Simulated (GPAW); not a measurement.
# FeGe (P6/mmm) in GPAW: single point with PBEsol

Aim: the single point of FeGe with PBEsol.

Everything below comes from runs of GPAW 26.7.0. Logs are shortened: lines on timing, memory, paths and dates and some standing lists are left out, and cuts for length are marked. The log counts tension as positive stress, the text compression.

## (1) Starting point

The structure is hexagonal, space group P6/mmm (No. 191). The conventional cell has a = 4.998 Å, b = 4.998 Å, c = 4.116 Å, α = 90.00°, β = 90.00°, γ = 120.00°. Around Ge (site symmetry -6m2) lie 6 Fe at 2.51 Å and 3 Ge at 2.89 Å. Ge (site symmetry 6/mmm) has 6 Fe at 2.50 Å as nearest neighbours. Fe (site symmetry mmm) is surrounded by 6 Ge at 2.50 to 2.51 Å and 4 Fe at 2.50 Å.

The cell is a database's computed one.

## (2) Single point, PBEsol, collinear spin, ferromagnetic start

run.py

```python
from ase import Atoms
from ase.dft.bandgap import bandgap
from ase.io import write
from ase.units import GPa
from gpaw import GPAW, PW, setup_paths

setup_paths.insert(0, '.')

atoms = Atoms(['Ge', 'Ge', 'Ge', 'Fe', 'Fe', 'Fe'],
              cell=[[4.9976023358, 0.0, 0.0],
                    [-2.4988011679, 4.3280505808, 0.0],
                    [0.0, 0.0, 4.11576135]],
              scaled_positions=[[0.6666666667, 0.3333333333, 0.5],
                                [0.3333333333, 0.6666666667, 0.5],
                                [0.0, 0.0, 0.0],
                                [0.0, 0.5, 0.0],
                                [0.5, 0.5, 0.0],
                                [0.5, 0.0, 0.0]],
              pbc=True)
atoms.set_initial_magnetic_moments([0.0, 0.0, 0.0, 4.0, 4.0, 4.0])

calc = GPAW(mode=PW(450),
            xc='PBEsol',
            kpts={'size': (5, 5, 5), 'gamma': True},
            occupations={'name': 'fermi-dirac', 'width': 0.05},
            nbands=37,
            maxiter=120,
            txt='gpaw.txt')
atoms.calc = calc
energy = atoms.get_potential_energy()
forces = atoms.get_forces()
stress = atoms.get_stress()
calc.write('gs.gpw')
write('result.traj', atoms)
print(f'Energy: {energy:.6f} eV')
print('Forces (eV/A):')
print(forces.round(4))
print('Stress (GPa):', (stress / GPa).round(3))
print('Moments:', calc.get_magnetic_moments().round(3))
print('Fermi level:', round(calc.get_fermi_level(), 4), 'eV')
print(f'Gap: {bandgap(calc)[0]:.4f} eV, direct: {bandgap(calc, direct=True)[0]:.4f} eV')
```

Potentials or basis: PAW data sets generated in the run's folder for this functional, pw.

Run with:

```bash
> gpaw-setup -f PBEsol Fe Ge
> OMP_NUM_THREADS=1 python run.py
```

gpaw.txt:

```text
__  _  _
 | _ |_)|_||  |
 |__||  | ||/\| - 26.7.0

Input parameters:
  mode=PW(ecut=450.00000000000006),
  kpts=MonkhorstPack(size=(5, 5, 5), gamma=True),
  maxiter=120,
  nbands=37,
  occupations=Occupations(name='fermi-dirac', width=0.05),
  xc=XC(name='PBEsol')

Diagonalizing LCAO Hamiltonian
Converting LCAO to pw mode

            Ge
                 Ge

        Fe    Fe

          Ge    Fe

Atoms  # Å, Bohr magnetons
|   | symbol |         x |        y |        z |    initial magnetic moments |
|---|--------|-----------|----------|----------|-----------------------------|
| 0 |     Ge |  2.498801 | 1.442684 | 2.057881 | ( 0.0000,  0.0000,  0.0000) |
| 1 |     Ge | -0.000000 | 2.885367 | 2.057881 | ( 0.0000,  0.0000,  0.0000) |
| 2 |     Ge |  0.000000 | 0.000000 | 0.000000 | ( 0.0000,  0.0000,  0.0000) |
| 3 |     Fe | -1.249401 | 2.164025 | 0.000000 | ( 0.0000,  0.0000,  4.0000) |
| 4 |     Fe |  1.249401 | 2.164025 | 0.000000 | ( 0.0000,  0.0000,  4.0000) |
| 5 |     Fe |  2.498801 | 0.000000 | 0.000000 | ( 0.0000,  0.0000,  4.0000) |

Unit cell  # Å
| periodic |         x |        y |        z |  lengths |     angles |
|----------|-----------|----------|----------|----------|------------|
|      yes |  4.997602 | 0.000000 | 0.000000 | 4.997602 |  90.000000 |
|      yes | -2.498801 | 4.328051 | 0.000000 | 4.997602 |  90.000000 |
|      yes |  0.000000 | 0.000000 | 4.115761 | 4.115761 | 120.000000 |

Number of symmetries: 24
Symmetry operations  # r_c * U_cc + t_c -> r_c
|    | kind |            matrix            |
|----|------|------------------------------|
|  0 |  σ   |  1, 1, 0,  0,-1, 0,  0, 0, 1 |
|  1 |  C2  |  1, 1, 0,  0,-1, 0,  0, 0,-1 |
|  2 |  C6  |  1, 1, 0, -1, 0, 0,  0, 0, 1 |
|  3 |  S6  |  1, 1, 0, -1, 0, 0,  0, 0,-1 |
|  4 |  E   |  1, 0, 0,  0, 1, 0,  0, 0, 1 |
|  5 |  σ   |  1, 0, 0,  0, 1, 0,  0, 0,-1 |
|  6 |  σ   |  1, 0, 0, -1,-1, 0,  0, 0, 1 |
|  7 |  C2  |  1, 0, 0, -1,-1, 0,  0, 0,-1 |
|  8 |  σ   |  0, 1, 0,  1, 0, 0,  0, 0, 1 |
|  9 |  C2  |  0, 1, 0,  1, 0, 0,  0, 0,-1 |
| 10 |  C3  |  0, 1, 0, -1,-1, 0,  0, 0, 1 |
| 11 |  S3  |  0, 1, 0, -1,-1, 0,  0, 0,-1 |
| 12 |  C6  |  0,-1, 0,  1, 1, 0,  0, 0, 1 |
| 13 |  S6  |  0,-1, 0,  1, 1, 0,  0, 0,-1 |
| 14 |  σ   |  0,-1, 0, -1, 0, 0,  0, 0, 1 |
| 15 |  C2  |  0,-1, 0, -1, 0, 0,  0, 0,-1 |
| 16 |  σ   | -1, 0, 0,  1, 1, 0,  0, 0, 1 |
| 17 |  C2  | -1, 0, 0,  1, 1, 0,  0, 0,-1 |
| 18 |  C2  | -1, 0, 0,  0,-1, 0,  0, 0, 1 |
| 19 |  i   | -1, 0, 0,  0,-1, 0,  0, 0,-1 |
| 20 |  C3  | -1,-1, 0,  1, 0, 0,  0, 0, 1 |
| 21 |  S3  | -1,-1, 0,  1, 0, 0,  0, 0,-1 |
| 22 |  σ   | -1,-1, 0,  0, 1, 0,  0, 0, 1 |
| 23 |  C2  | -1,-1, 0,  0, 1, 0,  0, 0,-1 |

BZ-sampling:
  Number of BZ points: 125
  Number of IBZ points: 15

  Monkhorst-Pack size: [5, 5, 5]
  Monkhorst-Pack shift: [0, 0, 0]

K-points  # in reciprocal-cell coordinates
|     |                                coordinates |     weight |
|-----|--------------------------------------------|------------|
|   0 | (  0.00000000,   0.00000000,   0.00000000) | 0.00800000 |
|   1 | (  0.00000000,   0.00000000,   0.20000000) | 0.01600000 |
|   2 | (  0.00000000,   0.00000000,   0.40000000) | 0.01600000 |
|   3 | (  0.20000000,   0.00000000,   0.00000000) | 0.04800000 |
|   4 | (  0.20000000,   0.00000000,   0.20000000) | 0.09600000 |
|   5 | (  0.20000000,   0.00000000,   0.40000000) | 0.09600000 |
|   6 | (  0.40000000,  -0.20000000,   0.00000000) | 0.04800000 |
|   7 | (  0.40000000,  -0.20000000,   0.20000000) | 0.09600000 |
|   8 | (  0.40000000,  -0.20000000,   0.40000000) | 0.09600000 |
|   9 | (  0.40000000,   0.00000000,   0.00000000) | 0.04800000 |
| ... |                                            |            |
|  14 | (  0.40000000,   0.40000000,   0.40000000) | 0.09600000 |

Plane wave coefficients: 1946
Cutoff: 450.00000000000006 eV

Spin-components: 2 (collinear spins)
Bands:           37
Projectors:      33
Spin-degeneracy: 1
Datatype:        complex128

Parallelization:
  kpt:    1
  domain: 1
  band:   1

Density:
  Valence electrons: 36.0
  Components: 2
  Grid points: [25 25 21]
  Charge: 0.0  # |e|

Potential:
  Grid points: [25 25 21]

species:
  Ge:
    name:    Germanium
    Z:       32.0
    valence: 4
    core:    28
    charge:  0.0  # [|e|]
    compensation charges:
      type: gauss
      rc: 0.32  # [Å]
      lmax: 2
    cutoffs:
      filter: 1.77  # [Å]
      core: 3.42  # [Å]
    projectors
    | kind |    occ | energy [eV] | rcut [Å] |
    |------|--------|-------------|----------|
    |   4s |  2.000 |     -11.738 |    1.005 |
    |   4p |  2.000 |      -3.898 |    1.005 |
    |    s |        |      15.473 |    1.005 |
    |    p |        |      23.314 |    1.005 |
    |    d |        |       0.000 |    1.005 |

    Using partial waves for Ge as LCAO basis

  Fe:
    name:    Iron
    Z:       26.0
    valence: 8
    core:    18
    charge:  0.0  # [|e|]
    compensation charges:
      type: gauss
      rc: 0.33  # [Å]
      lmax: 2
    cutoffs:
      filter: 2.06  # [Å]
      core: 2.67  # [Å]
    projectors
    | kind |    occ | energy [eV] | rcut [Å] |
    |------|--------|-------------|----------|
    |   4s |  2.000 |      -5.310 |    1.164 |
    |   4p |  0.000 |      -1.300 |    1.058 |
    |   3d |  6.000 |      -7.529 |    1.058 |
    |    s |        |      21.902 |    1.164 |
    |    p |        |      25.911 |    1.058 |
    |    d |        |      19.682 |    1.058 |

    Using partial waves for Fe as LCAO basis

Reference energy: -274928.728616  # eV

eigensolver:
  PPCG
  Converge bands: occupied
  niter=2

density mixing:
  MSR1-Mixer
  Pratt-step length: 0.05
  Maximum mixing coefficient: 0.75
  Old densities: 10
  SVD Regularization: 0.005
  Good broyden scale: 1.0
  Trust region scale: 1.0
  Backstep threshold: 4.0
  History deletion threshold: 6.0
  Fourier metric: weight=20.0, sigma=0.015

occupation numbers:
  Fermi-Dirac:
    width: 0.0500  # eV

poisson solver:
  ecut: 3600.0000000000005  # eV

xc functional:
  name: PBEsol with 2 nearest neighbor stencil

convergence criteria:
- Maximum [total energy] change in last 3 cyles: 0.0005 eV / valence electron
- Maximum integral of absolute [dens]ity change: 0.0001 electrons / valence electron
- Maximum integral of absolute [eigenst]ate change: 4e-08 eV^2 / valence electron
maximum number of iterations: 120

SCF iterations
|iter     | |      energy | eigst |  dens |  magmom |
|---------|-|-------------|-------|-------|---------|
|iter:   1| |  -44.467391 | +0.33 |       | +12.0225|
|iter:   2| |  -43.999649 | -1.60 | -0.57 | +11.7414|
|iter:   3| |  -43.993061 | -1.70 | -0.63 |  +9.6160|
|iter:   4| |  -44.359141 | -1.85 | -0.87 |  +7.3124|
|iter:   5| |  -44.620386 | -2.33 | -1.28 |  +5.4597|
|iter:   6| |  -44.679565 | -2.42 | -1.45 |  +4.5792|
|iter:   7| |  -44.697776 | -2.54 | -1.57 |  +3.3875|
|iter:   8| |  -44.713796 | -3.54 | -1.67 |  +4.0676|
|iter:   9| |  -44.716131 | -3.64 | -2.07 |  +3.9824|
|iter:  10| |  -44.715936c| -4.85 | -2.57 |  +3.9757|
|iter:  11| |  -44.716083c| -5.83 | -2.93 |  +4.0207|
|iter:  12| |  -44.716033c| -5.85 | -3.38 |  +4.0075|
|iter:  13| |  -44.716040c| -7.31 | -3.73 |  +4.0113|
|iter:  14| |  -44.716038c| -7.63c| -4.30c|  +4.0116|

Converged in 14 steps
Energy contributions relative to reference atoms: (reference = -274928.728616)

Energy contributions:
  Kinetic:          39.297121
  Coulomb:         -33.068068
  Zero:              0.486984
  External:          0.000000
  Xc:              -51.415129
  Entropy:          -0.033893
  Spinorbit:         0.000000
  ----------------------------
  Free energy:     -44.732985
  Extrapolated:    -44.716038

dipole moment: (-14.258144, -24.695830, -43.596315)  # |e|*Ang

Total magnetic moment: (0.000000, 0.000000, 4.011573)

Local magnetic moments
|        x |        y |         z |
|----------|----------|-----------|
| 0.000000 | 0.000000 | -0.036626 |  # Ge   0
| 0.000000 | 0.000000 | -0.036626 |  # Ge   1
| 0.000000 | 0.000000 | -0.042701 |  # Ge   2
| 0.000000 | 0.000000 |  1.406884 |  # Fe   3
| 0.000000 | 0.000000 |  1.406884 |  # Fe   4
| 0.000000 | 0.000000 |  1.406884 |  # Fe   5

Fermi level: 9.002
Eigenvalues  # (at kpt = [0.000, 0.000, 0.000])
| band index |      eig [eV] | occ [0-1] |      eig [eV] | occ [0-1] |
|------------|---------------|-----------|---------------|-----------|
|          0 |        -3.419 |     1.000 |        -3.429 |     1.000 |
|        ... |               |           |               |           |
|          9 |         5.889 |     1.000 |         5.971 |     1.000 |
|         10 |         5.987 |     1.000 |         6.696 |     1.000 |
|         11 |         5.987 |     1.000 |         6.696 |     1.000 |
|         12 |         6.235 |     1.000 |         7.528 |     1.000 |
|         13 |         6.235 |     1.000 |         7.528 |     1.000 |
|         14 |         7.553 |     1.000 |         9.209 |     0.016 |
[... 8 lines left out ...]
|         23 |        11.687 |     0.000 |        11.623 |     0.000 |
|         24 |        11.996 |     0.000 |        12.501 |     0.000 |
|        ... |               |           |               |           |
|         36 |        25.872 |     0.000 |        25.927 |     0.000 |

No gap
No difference between direct/indirect transitions

Forces  # eV/Ang
|        x |        y |       z |
|----------|----------|---------|
| -0.00000 |  0.00000 | 0.00000 |  # Ge   0
| -0.00000 | -0.00000 | 0.00000 |  # Ge   1
|  0.00000 |  0.00000 | 0.00000 |  # Ge   2
| -0.00000 |  0.00000 | 0.00000 |  # Fe   3
|  0.00000 |  0.00000 | 0.00000 |  # Fe   4
|  0.00000 |  0.00000 | 0.00000 |  # Fe   5

Stress tensor  # eV/Ang^3
|        x |        y |        z |
|----------|----------|----------|
| 0.066971 | 0.000000 | 0.000000 |
| 0.000000 | 0.066971 | 0.000000 |
| 0.000000 | 0.000000 | 0.075998 |

# Writing to gs.gpw (mode='')
```

Run time: 58 s. Hardware: 1 thread of Arm Neoverse V2, shared host; peak memory 0.2 GiB.

What came out:

- Free energy: -44.7330 eV
- Pressure: -11.2 GPa
- Band gap on the k mesh: none (metal or under the smearing width)
- Net moment: 4.01 μB per cell
- Site moments: Ge -0.04; Fe +1.41 μB

Caveat: the cutoff is short for stress and forces, so pressures can be off by a GPa or more.
